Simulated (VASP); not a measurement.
**SiO₂ in VASP 6.6.1, single-point calculation**

INCAR

```
ISMEAR = -4
PREC = Accurate
LASPH = .TRUE.
EDIFF = 1E-7
SIGMA = 0.05
GGA = PE
NELM = 120
NBANDS = 25
ISIF = 2
LCHARG = .FALSE.
LWAVE = .FALSE.
IBRION = -1
NELECT = 31.9
NSW = 0
ENCUT = 520
LREAL = .FALSE.
```

KPOINTS

```
KPOINTS created by Atomic Simulation Environment
0
Gamma
6 6 10
0 0 0
```

POSCAR

```
Si O
 1.0000000000000000
     4.1851887985999996    0.0000000000000000    0.0000000000000000
     0.0000000000000000    4.1851887985999996    0.0000000000000000
     0.0000000000000000    0.0000000000000000    2.7222166888000001
 Si  O
   2   4
Cartesian
  0.0000000000000000  0.0000000000000000  0.0000000000000000
  2.0925943992999998  2.0925943992999998  1.3611083444000001
  1.2806985796412340  1.2806985796412340  0.0000000000000000
  0.8118958196587656  3.3732929789412340  1.3611083444000001
  3.3732929789412340  0.8118958196587656  1.3611083444000001
  2.9044902189587654  2.9044902189587654  0.0000000000000000
```

The recommended PBE PAW datasets give the neutral cell 32 valence electrons.

Command

```
mpirun -np 1 vasp_std
```

OSZICAR

```
N       E                     dE             d eps       ncg     rms          rms(c)
DAV:   1     0.133296682795E+03    0.13330E+03   -0.17007E+04  3000   0.119E+03
DAV:   2    -0.445506059744E+02   -0.17785E+03   -0.17099E+03  3844   0.277E+02
DAV:   3    -0.513575663655E+02   -0.68070E+01   -0.67745E+01  4014   0.513E+01
DAV:   4    -0.514012654703E+02   -0.43699E-01   -0.43684E-01  3547   0.479E+00
DAV:   5    -0.514016156813E+02   -0.35021E-03   -0.35015E-03  4036   0.408E-01    0.168E+01
DAV:   6    -0.469895549165E+02    0.44121E+01   -0.12331E+01  3782   0.236E+01    0.769E+00
DAV:   7    -0.470340432097E+02   -0.44488E-01   -0.74697E-01  3838   0.492E+00    0.284E+00
DAV:   8    -0.470475768947E+02   -0.13534E-01   -0.25719E-02  3756   0.136E+00    0.106E+00
DAV:   9    -0.470540405002E+02   -0.64636E-02   -0.94843E-03  3810   0.812E-01    0.261E-01
DAV:  10    -0.470542379557E+02   -0.19746E-03   -0.45146E-04  3798   0.149E-01    0.422E-02
DAV:  11    -0.470542189050E+02    0.19051E-04   -0.75890E-05  3857   0.625E-02    0.683E-03
DAV:  12    -0.470542195915E+02   -0.68652E-06   -0.45405E-06  3735   0.153E-02    0.301E-03
DAV:  13    -0.470542196846E+02   -0.93093E-07   -0.29923E-07  3676   0.390E-03
   1 F= -.47054220E+02 E0= -.47054220E+02  d E =0.000000E+00
```

Standard output (part)

```
POSCAR found type information on POSCAR SiO
 POSCAR found :  2 types and       6 ions
 LDA part: xc-table for (Slater+PW92), standard interpolation
 POSCAR, INCAR and KPOINTS ok, starting setup
 WAVECAR not read
 entering main loop
 the old and the new charge density differ
    0.168E+01
|     Tetrahedron method does not include variations of the Fermi             |
|     occupations, so forces and stress will be inaccurate. We suggest        |
|     using a different smearing scheme ISMEAR = 1 or 2 for metals in         |
|     relaxations.                                                            |
```

From OUTCAR

```
k-points           NKPTS =     60   k-points in BZ     NKDIM =     60   number of bands    NBANDS=     25

   NELECT =      31.9000    total number of electrons

   dimension x,y,z NGX =    32 NGY =   32 NGZ =   20
   dimension x,y,z NGXF=    64 NGYF=   64 NGZF=   40

  energy-cutoff  :      520.00
  volume of cell :       47.68
      direct lattice vectors                 reciprocal lattice vectors
     4.185188799  0.000000000  0.000000000     0.238937847  0.000000000  0.000000000
     0.000000000  4.185188799  0.000000000     0.000000000  0.238937847  0.000000000
     0.000000000  0.000000000  2.722216689     0.000000000  0.000000000  0.367347685

 k-points in reciprocal lattice and weights: KPOINTS created by Atomic Simulation Env
   0.00000000  0.00000000  0.00000000       0.003
   0.16666667  0.00000000  0.00000000       0.011
   0.33333333  0.00000000  0.00000000       0.011
   0.50000000  0.00000000  0.00000000       0.006
   0.16666667  0.16666667  0.00000000       0.011
   0.33333333  0.16666667  0.00000000       0.022
   0.50000000  0.16666667  0.00000000       0.011
   0.33333333  0.33333333  0.00000000       0.011
   ...

 E-fermi :   7.4380

 k-point     1 :       0.0000    0.0000    0.0000
  band No.  band energies     occupation
      1     -14.3940      2.00000
      2     -10.8556      2.00000
      3     -10.8556      2.00000
      4     -10.5955      2.00000
      5      -2.8085      2.00000
      6       1.7106      2.00000
      7       1.7106      2.00000
      8       1.8778      2.00000
      9       2.4205      2.00000
     10       2.9559      2.00000
     11       4.7589      2.00000
     12       4.7589      2.00000
     13       5.3501      2.00000
     14       7.0525      2.00000
     15       7.0525      2.00000
     16       7.8876      0.00000
     17      13.0540      0.00000
     18      14.2997      0.00000
     19      16.0120      0.00000
     20      16.0120      0.00000
     21      19.0640      0.00000
     22      19.0937      0.00000
     23      22.0645      0.00000
     24      22.0645      0.00000
     25      23.5477      0.00000

 k-point     2 :       0.1667    0.0000    0.0000
  band No.  band energies     occupation
      1     -14.2505      2.00000
      2     -11.4821      2.00000
      3     -10.7846      2.00000
      4     -10.2739      2.00000
      5      -2.5957      2.00000
      6       0.9657      2.00000
      7       1.7525      2.00000
      8       2.3862      2.00000
      9       2.5325      2.00000
     10       3.5207      2.00000
     11       4.4803      2.00000
     12       4.8222      2.00000
     13       5.4082      2.00000
     14       6.4711      2.00000
     15       7.0061      2.00000
     16       7.6767      0.40032
     17      13.5091      0.00000
     18      14.5388      0.00000
     19      16.0987      0.00000
     20      16.1061      0.00000
     21      19.3200      0.00000
     22      19.4884      0.00000
     23      21.3322      0.00000
     24      21.5142      0.00000
     25      23.3577      0.00000

 ...

  Total        0.1835569      0.1835569     -2.1611459      0.0000000      0.0000000      0.0000000
  in kB        6.1677742      6.1677742    -72.6175977      0.0000000      0.0000000      0.0000000
  external PRESSURE =     -20.0940164 kB  Pullay stress =       0.0000000 kB

 POSITION                                       TOTAL-FORCE (eV/Angst)
 -----------------------------------------------------------------------------------
      0.00000      0.00000      0.00000        -0.000000      0.000000      0.000000
      2.09259      2.09259      1.36111        -0.000000      0.000000      0.000000
      1.28070      1.28070      0.00000        -0.082047     -0.082047      0.000000
      0.81190      3.37329      1.36111         0.082047     -0.082047      0.000000
      3.37329      0.81190      1.36111        -0.082047      0.082047      0.000000
      2.90449      2.90449      0.00000         0.082047      0.082047      0.000000
 -----------------------------------------------------------------------------------
    total drift:                                0.000000      0.000000     -0.000000

  FREE ENERGIE OF THE ION-ELECTRON SYSTEM (eV)
  ---------------------------------------------------
  free  energy   TOTEN  =       -47.0542196846 eV

  energy  without entropy=      -47.0542196846  energy(sigma->0) =      -47.05421968
```

It converged. Results: pressure -2.0 GPa; largest force 0.12 eV/Å.

The cell is charged and sits in a uniform background.

For comparison, a separate PBE run of the intended cell, on usual settings and not on those above, gives a gap of 5.11 eV on its mesh and a pressure of 2.4 GPa.

The run above took about 32 s on one core of a shared host (Intel Xeon Platinum 8488C) and held 0.19 GiB at most.
